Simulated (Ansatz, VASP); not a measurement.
MgB: VASP and Ansatz over several settings

```
Mg B
1.0
     2.95193    0.00000    0.00000
     0.00000    2.95193    0.00000
     0.00000    0.00000    2.95193
Mg B
1 1
Direct
  0.00000 0.00000 0.00000
  0.50000 0.50000 0.50000
```

Change from the starting cell: volume scaled by 1.06.

Single points on this cell with VASP 6.6.1 and Ansatz 0.2.0. Each row is one pair of runs. Alike in all rows: spin: off; k mesh: 9 × 9 × 9; smearing: fermi-dirac, width 0.05 eV; VASP's potentials, cutoff: VASP PAW PBE potentials, release 64 (Mg, B), 520 eV.

| level | Ansatz's potentials, cutoff | gap on the k mesh at the Fermi level (eV), VASP | gap on the k mesh at the Fermi level (eV), Ansatz | pressure (GPa), VASP | pressure (GPa), Ansatz |
| --- | --- | --- | --- | --- | --- |
| PBE | Ansatz PAW, 420 eV | none | none | -4.5 | -4.2 |
| PBE | Ansatz PAW earlier set, 760 eV | none | none | -4.5 | -4.3 |
| PBE | JTH PAW, 900 eV | none | none | -4.5 | -4.2 |
| PBE | SPMS NC, 789 eV | none | none | -4.5 | -4.1 |
| PBE | PseudoDojo standard (PBE files), 1143 eV | none | none | -4.5 | -4.1 |
| PBE | PseudoDojo stringent (PBE files), 1143 eV | none | none | -4.5 | -4.1 |
| PBE | Ansatz NC, 1143 eV | none | none | -4.5 | -4.2 |

Pressure (GPa): the two programs differ by at most 0.37.

A gap of «none» marks a metal or a gap that the smearing closes.
